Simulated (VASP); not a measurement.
Here is a VASP 6.6.1 calculation.

The input INCAR:

```
SYSTEM = Cs
ALGO     = Fast           ! electronic algorithm
EDIFF    = 1E-7           ! SCF threshold, eV
ENCUT    = 520            ! plane-wave cutoff, eV
ISIF     = 2              ! what is computed and relaxed
ISMEAR   = 0              ! smearing method
LASPH    = .True.         ! aspherical terms in the spheres
LCHARG   = .False.        ! write CHGCAR
LREAL    = .False.        ! projectors in reciprocal space
LWAVE    = .False.        ! write WAVECAR
NBANDS   = 10             ! bands
NELM     = 100            ! most SCF steps
PREC     = Accurate       ! precision mode
SIGMA    = 0.15           ! smearing width, eV
```

KPOINTS

```
k-points
0
Gamma
  12 12 12
  0 0 0
```

The input POSCAR:

```
Cs
1.0
    2.0891974357      5.2229935893      5.2229935893
    5.2229935893      2.0891974357      5.2229935893
    5.2229935893      5.2229935893      2.0891974357
Cs
1
Direct
    0.0000000000      0.0000000000      0.0000000000
```

Potentials or basis: VASP PAW LDA potentials, release 64 (Cs_sv).

Command:

```bash
$ cat potpaw_LDA.64/Cs_sv/POTCAR > POTCAR
$ mpirun -np 1 vasp_std > vasp.out
```

Predict the band gap on the k mesh.

none (metal or under the smearing width).

Predict the pressure.

0.6 GPa.

Stress tensor (GPa, compression positive):
```
 0.57 -0.50 -0.50
-0.50  0.57 -0.50
-0.50 -0.50  0.57
```

The run has no spin-orbit coupling, so splittings on Cs are missing.
